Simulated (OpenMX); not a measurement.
Crystal: As.

```
As
1.0
     1.88080    1.08588    3.51406
    -1.88080    1.08588    3.51406
     0.00000   -2.17176    3.51406
As
2
Direct
  0.22600 0.22600 0.22600
  0.77400 0.77400 0.77400
```

Base run:

```yaml
Program: OpenMX 3.8.5
Functional: PBE
Potentials_or_basis: OpenMX 2013 PBE set, As7.0-s3p2d2, grid cutoff 500 Ry
k_mesh: 9 × 9 × 9
Occupations: fermi-dirac, width 0.05 eV
Spin: no spin polarisation
```

Its results: pressure 6.5 GPa; largest force 1.235 eV/Å.

**Question.** The run is repeated on the same cell with these changes: potentials or basis from OpenMX 2013 PBE set, As7.0-s3p2d2, grid cutoff 500 Ry to OpenMX 2013 PBE set, As7.0-s3p2d2f1, grid cutoff 500 Ry. What comes out?

**Answer.** Pressure 5.7 GPa; largest force 0.983 eV/Å.

Caveats: the basis of atomic orbitals isn't converged, which shifts pressures, moduli and gaps; forces of over 1 eV/Å show positions far from the minimum, so gaps and moduli don't describe the material at rest (some runs).
